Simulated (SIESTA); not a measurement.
Crystal: WC.

```xyz
2
Lattice="0.0000 2.1927 2.1927 2.1927 0.0000 2.1927 2.1927 2.1927 0.0000" Properties=species:S:1:pos:R:3 pbc="T T T"
W     0.0000    0.0000    0.0000
C     2.1927    2.1927    2.1927
```

Measurements of this composition are mostly on another form, of space group No. 187.

| Quantity | Value |
| --- | --- |
| Program | SIESTA 5.4.2 |
| Task | single point |
| Functional | PBE |
| Potentials or basis | PseudoDojo 0.4 standard (PBE files) |
| Basis | DZP (energy shift 0.003 Ry; two zetas on semicore shells) |
| Grid cutoff | 800 Ry |
| Energy shift | 0.003 Ry |
| k mesh | 10 × 10 × 10 |
| Occupations | fermi-dirac, width 0.05 eV |
| Spin | no spin polarisation |

On this cell: pressure 8.0 GPa; largest force zero by symmetry; band gap on the k mesh none (metal or under the smearing width).

The same run follows on a disturbed copy (atoms moved at random, drawn with an rms of 0.05 Å):

```
W C
1.0
     0.00000    2.19268    2.19268
     2.19268    0.00000    2.19268
     2.19268    2.19268    0.00000
W C
1 1
Direct
  0.98258 0.99518 0.00280
  0.51745 0.50594 0.48678
```

Question: What changes?

Answer: The energy (extrapolated to zero smearing) moves by +19.0 meV/atom; pressure 9.6 GPa; largest force 0.736 eV/Å; band gap on the k mesh none (metal or under the smearing width).

Forces on the atoms (eV/Å):
```
W   -0.080  0.289  0.672
C    0.079 -0.289 -0.672
```

Stress tensor (GPa, compression positive):
```
 7.51  0.01  0.00
 0.01  8.26 -0.03
 0.00 -0.03 13.09
```

Caveats: short orbitals over semicore shells can move pressures by several GPa; the basis of atomic orbitals isn't converged, which shifts pressures, moduli and gaps.
